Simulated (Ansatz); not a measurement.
# Ge4N: the cost of one run

Method: DFT PBE, scalar-relativistic, plane waves, PAW, in Ansatz 0.2.0.

3 further runs of the same task are left out: 3 set aside as unsound or not needed.

## Step 1: Starting point

Symmetry: Pm, No. 6, monoclinic system. Conventional cell: a = 4.074 Å, b = 4.074 Å, c = 19.856 Å, α = 90.00°, β = 90.00°, γ = 90.00°. Ge (site symmetry m) is surrounded by 2 Ge at 2.49 Å. Ge (site symmetry m) has 4 Ge at 2.49 to 2.53 Å as nearest neighbours. Ge (site symmetry m) has 1 N at 2.36 Å and 4 Ge at 2.48 to 2.53 Å as nearest neighbours. Around Ge (site symmetry m) lie 1 N at 1.77 Å. N (site symmetry m) has 2 Ge at 1.77 to 2.36 Å as nearest neighbours.

Structure file:

```cif
data_structure
_symmetry_space_group_name_H-M 'Pm'
_symmetry_Int_Tables_number 6
_cell_length_a 4.0741
_cell_length_b 4.0741
_cell_length_c 19.8558
_cell_angle_alpha 90.000
_cell_angle_beta 90.000
_cell_angle_gamma 90.000
_cell_volume 329.56
loop_
_atom_site_label
_atom_site_type_symbol
_atom_site_symmetry_multiplicity
_atom_site_Wyckoff_symbol
_atom_site_fract_x
_atom_site_fract_y
_atom_site_fract_z
_atom_site_occupancy
Ge1 Ge 1 a 0.50000 0.00000 0.20145 1
Ge2 Ge 1 a 0.00000 0.00000 0.27400 1
Ge3 Ge 1 b 0.00000 0.50000 0.34937 1
Ge4 Ge 1 b 0.50000 0.50000 0.42082 1
N1 N 1 b 0.87500 0.50000 0.46536 1
```

This is the geometry of the first run shown, built on a cell relaxed beforehand with the same method.

## Step 2: Plan of the line

Atoms count from 1 in the order of the input.

N is moved over the surface cell; relaxed at each place: the height of the adsorbate's atoms; substrate rigid; the origin of the map has the adsorbate above Ge4.

- position of N5 along the first surface vector, from above Ge4: 8 values from 0.000 to 0.875, periodic
- position of N5 along the second surface vector, from above Ge4: 8 values from 0.000 to 0.875, periodic

Relaxed at each point: the height of the adsorbate's atoms; substrate rigid. Points are written as (first, second).

The two vectors of the plane (Å): (4.074, 0.000, 0.000); (0.000, 4.074, 0.000).

## Step 3: Point (0/8, 3/8) of the map's two axes

Contents of input.yaml:

```yaml
crystal:
  lattice:
    - [4.0740542166, 0.0, 0.0]
    - [0.0, 4.0740542166, 0.0]
    - [0.0, 0.0, 19.855756853]
  atoms:
    - { symbol: Ge, position: [0.0, 0.5, 0.2014529101] }
    - { symbol: Ge, position: [0.0, 0.0, 0.2739958855] }
    - { symbol: Ge, position: [0.5, 0.0, 0.3493666166] }
    - { symbol: Ge, position: [0.5, 0.5, 0.4208228835] }
    - { symbol: "N", position: [0.5, 0.875, 0.4653590387] }
basis:
  ecutwfc: 420
kpoints:
  mp_grid: { grid: [7, 7, 1] }
hamiltonian:
  xc: pbe
  pseudopotentials: { kind: paw, azcp: { folder: soft_1 } }
scf:
  occupations: { method: gaussian, width: 0.1 }
output:
  forces: true
  eigenvalues: true
relax:
  adjacent_minimum: "off"
  f_tol: 0.025
  max_steps: 16
  constraints: [{ sites: [0, 1, 2, 3] }, { sites: [4], fix: xy }]
efield:
  axis: 3
  dipole_correction: true
  ramp_width: 0.04
```

Launch:

```console
> ansatz run input.yaml --threads 2 --pin off --max-ram 6144MiB --backend cpu --events-out ev --progress --plain --runs-dir out
```

What time and memory should one allow on 2 threads of Intel Xeon 6975P-C (Granite Rapids), shared host?

About 15 s, with a peak of 0.6 GiB.
